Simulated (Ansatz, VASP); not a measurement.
## CdSe (Cadmoselite) in VASP and in Ansatz

The input INCAR:

```
PREC     = Accurate       # precision mode
ENCUT    = 600            # plane-wave cutoff, eV
EDIFF    = 1E-7           # SCF threshold, eV
ISMEAR   = 0              # smearing method
SIGMA    = 0.02           # smearing width, eV
LREAL    = False          # projectors in reciprocal space
LASPH    = True           # aspherical terms in the spheres
NELM     = 60             # most SCF steps
ALGO     = Normal         # electronic algorithm
ISIF     = 3              # what is computed and relaxed
LWAVE    = False          # write WAVECAR
LCHARG   = False          # write CHGCAR
GGA      = PE             # functional
IBRION   = 2              # ionic algorithm
NSW      = 100            # ionic steps
EDIFFG   = -0.005         # ionic threshold
```

File KPOINTS:

```
regular mesh
0
Gamma
  9 9 4
```

POSCAR

```
CdSe
1.0
    4.3000000000      0.0000000000      0.0000000000
   -2.1500000000      3.7239092363      0.0000000000
    0.0000000000      0.0000000000      7.0200000000
Cd Se
2 2
Direct
    0.3333333333      0.6666666667      0.0000000000
    0.6666666667      0.3333333333      0.5000000000
    0.3333333333      0.6666666667      0.3850000000
    0.6666666667      0.3333333333      0.8850000000
```

Input for Ansatz:

```yaml
crystal:
  lattice:
    - [4.3, 0.0, 0.0]
    - [-2.15, 3.7239092363, 0.0]
    - [0.0, 0.0, 7.02]
  atoms:
    - { symbol: Cd, position: [0.3333333333, 0.6666666667, 0.0] }
    - { symbol: Cd, position: [0.6666666667, 0.3333333333, 0.5] }
    - { symbol: Se, position: [0.3333333333, 0.6666666667, 0.385] }
    - { symbol: Se, position: [0.6666666667, 0.3333333333, 0.885] }
basis:
  ecutwfc: 420
kpoints:
  mp_grid: { grid: [9, 9, 4] }
hamiltonian:
  xc: pbe
scf:
  occupations: { method: gaussian, width: 0.02 }
output:
  forces: true
  stress: true
  eigenvalues: true
  write_density: true
  write_potential: true
  elf: true
  volumetric_format: npy
relax:
  adjacent_minimum: "off"
  f_tol: 0.005
  max_steps: 80
  cell: { stress_tol: 0.05 }
```

Alike in both runs: task relaxation of cell and atoms; functional PBE; k mesh 9 × 9 × 4; occupations gaussian, width 0.02 eV; no spin polarisation.

|  | VASP | Ansatz |
| --- | --- | --- |
| version | VASP 6.6.1 | Ansatz 0.2.0 |
| potentials or method | VASP PAW PBE potentials, release 64 (Cd, Se) | scalar-relativistic, plane waves, PAW |
| plane-wave cutoff (eV) | 600 | 420 |
| valence electrons in the cell | 36 | 72 |

|  | VASP | Ansatz | Ansatz less VASP |
| --- | --- | --- | --- |
| gap on the k mesh at the Fermi level, each at its own relaxed structure (eV) | 0.53 | 0.54 | +0.012 |
| relaxed volume (Å³/atom) | 29.90 | 29.76 | -0.142 |
| relaxed cell length with the largest relative difference (Å) | 4.390 | 4.383 | -0.0074 |
| energy change over the relaxation (meV/atom) | -22 | -19 | +2.8 |

The two sets of potentials don't hold the same shells in valence.

PBE usually gives volumes a little too large and moduli too small. Zero-point motion and thermal expansion aren't in these numbers.
